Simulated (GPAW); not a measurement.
Crystal: GaN.

```
Ga N
1.0
     3.18000    0.00000    0.00000
    -1.59000    2.75396    0.00000
     0.00000    0.00000    5.16600
Ga N
2 2
Direct
  0.66667 0.33333 0.50000
  0.33333 0.66667 0.00000
  0.66667 0.33333 0.87500
  0.33333 0.66667 0.37500
```

Base run:

| Item | Value |
| --- | --- |
| Program | GPAW 26.7.0 |
| Functional | PBEint |
| Potentials or basis | PAW data sets generated in the run's folder for this functional |
| Cutoff | 800 eV |
| Basis | pw |
| k mesh | 7 × 7 × 4 |
| Occupations | fermi-dirac, width 0.05 eV |
| Spin | spin-orbit coupling, no magnetisation |

Its results: band gap on the k mesh 2.03 eV, direct; pressure 11.6 GPa; largest force 0.181 eV/Å.

The run is repeated on the same cell with these changes: functional from PBEint to WC; band points from 80 to 100. What comes out?

Band gap on the k mesh 2.01 eV, direct; pressure 9.1 GPa; largest force 0.175 eV/Å.

Caveats: spin-orbit coupling was added after a scalar SCF, so levels and gaps hold it while energy, forces, pressure and moments don't; this program's spin-orbit splittings come out too wide for heavy elements.

Not every run made on this cell is shown here.
